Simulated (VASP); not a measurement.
Crystal: ZnS.

```xyz
2
Lattice="0.0000 2.7020 2.7020 2.7020 0.0000 2.7020 2.7020 2.7020 0.0000" Properties=species:S:1:pos:R:3 pbc="T T T"
Zn    4.0530    4.0530    4.0530
S     0.0000    0.0000    0.0000
```

Base run:

| Quantity | Value |
| --- | --- |
| Program | VASP 6.6.1 |
| Functional | TB-mBJ |
| Potentials or basis | VASP PAW PBE potentials, release 64 (Zn, S) |
| Cutoff | 520 eV |
| k mesh | 10 × 10 × 10 |
| Occupations | gaussian, width 0.02 eV |
| Spin | no spin polarisation |

Its results: band gap on the k mesh 3.70 eV, direct.

**Question.** The run is repeated on the same cell with these changes: functional from TB-mBJ to r2SCAN. What comes out?

**Answer.** Band gap on the k mesh 2.67 eV, direct.
